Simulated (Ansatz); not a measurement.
## Li, diamond: how the functional moves the structure

All rows: Ansatz, plane waves with scalar-relativistic PAW, 420 eV (500 eV for the SCAN forms), relaxed under each functional, no dispersion correction, no zero-point motion. B₀ comes from uniform scaling at fixed shape; a dash is a value not given.

```csv
functional,V (Å³/atom),cell,B₀ (GPa),magnetic state,ΔE to bcc (meV/atom)
PBE,25.80,a = 5.910 Å,-,spin not included,514
r²SCAN,26.17,a = 5.938 Å,5,spin not included,524
PBEsol,25.61,a = 5.895 Å,-,spin not included,517
LDA,23.25,a = 5.708 Å,6,spin not included,523
revPBE,27.25,a = 6.018 Å,5,spin not included,508
RPBE,27.05,a = 6.004 Å,5,spin not included,508
BLYP,27.99,a = 6.073 Å,4,spin not included,491
```

LDA gives the smallest volume and BLYP the largest.
